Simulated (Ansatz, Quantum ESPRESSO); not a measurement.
This is a calculation of TaN for Quantum ESPRESSO 7.5. Atoms were shifted at random by some hundredths of an Å from the given cell, which wasn't relaxed again for these runs. The cell comes from a database or a generator and needn't be the stable form of this composition.

pw.in

```
&CONTROL
  calculation = 'scf'
  prefix = 'pwscf'
  outdir = './tmp'
  pseudo_dir = './pseudo'
  tprnfor = .true.
  tstress = .true.
  disk_io = 'nowf'
/
&SYSTEM
  ibrav = 0
  nat = 4
  ntyp = 2
  ecutwfc = 60
  ecutrho = 480
  nbnd = 26
  occupations = 'smearing'
  smearing = 'fd'
  degauss = 0.00367493
/
&ELECTRONS
  conv_thr = 8d-10
  electron_maxstep = 120
  mixing_beta = 0.5
/
ATOMIC_SPECIES
Ta   180.9479 Ta_pbe_v1.uspp.F.UPF
N     14.0070 N.pbe-n-radius_5.UPF
CELL_PARAMETERS angstrom
   3.6630404800    0.0000000000    0.0000000000
   0.0000000000    3.6630404800    0.0000000000
   0.0000000000    0.0000000000    4.5604939800
ATOMIC_POSITIONS crystal
Ta     0.0039040000    0.4937960000   -0.0164480000
Ta     0.5048970000   -0.0086710000    0.5071480000
N     -0.0071940000   -0.0035620000    0.2531310000
N     -0.0066060000   -0.0019430000    0.7447260000
K_POINTS automatic
7 7 6 0 0 0
```

Potentials or basis: SSSP 1.3 efficiency PBE.

Command:

```sh
$ OMP_NUM_THREADS=1 pw.x -in pw.in > pw.out
```

**Question.** Translate it to Ansatz 0.2.0. Potentials or basis there: Ansatz PAW, cutoff 420 eV.

**Answer.** As run (cutoffs and basis follow the program's own potentials, and thresholds, step limits or extra output files can differ):

input.yaml

```yaml
crystal:
  lattice:
    - [3.66304048, 0.0, 0.0]
    - [0.0, 3.66304048, 0.0]
    - [0.0, 0.0, 4.56049398]
  atoms:
    - { symbol: Ta, position: [0.003904, 0.493796, -0.016448] }
    - { symbol: Ta, position: [0.504897, -0.008671, 0.507148] }
    - { symbol: "N", position: [-0.007194, -0.003562, 0.253131] }
    - { symbol: "N", position: [-0.006606, -0.001943, 0.744726] }
hamiltonian:
  xc: pbe
  pseudopotentials: { kind: paw }
kpoints:
  mp_grid: { grid: [7, 7, 6] }
scf:
  occupations: { method: fermi_dirac, width: 0.05 }
output:
  forces: true
  stress: true
  eigenvalues: true
  write_density: true
  write_potential: true
  elf: true
  volumetric_format: npy
```

Potentials or basis: Ansatz PAW.

Run with:

```sh
$ ansatz run input.yaml --threads 1 --pin off --max-ram 3584MiB --backend cpu --events-out ev --progress --plain --runs-dir out
```

Both were run:

|  | Quantum ESPRESSO | Ansatz |
| --- | --- | --- |
| Pressure | -19.5 GPa | -19.2 GPa |
| Largest force | 0.647 eV/Å | 0.646 eV/Å |
| Energy over the undisturbed cell | 10.6 meV/atom | 10.5 meV/atom |

Ansatz's pressure holds a Pulay term of +0.33 GPa for its cutoff of 420 eV, which the other run lacks.

Where Ansatz's input types no cutoff or centring, it takes its own default and a Γ-centred mesh.

The cell lies far from this level's equilibrium.

Pressure is positive in compression.
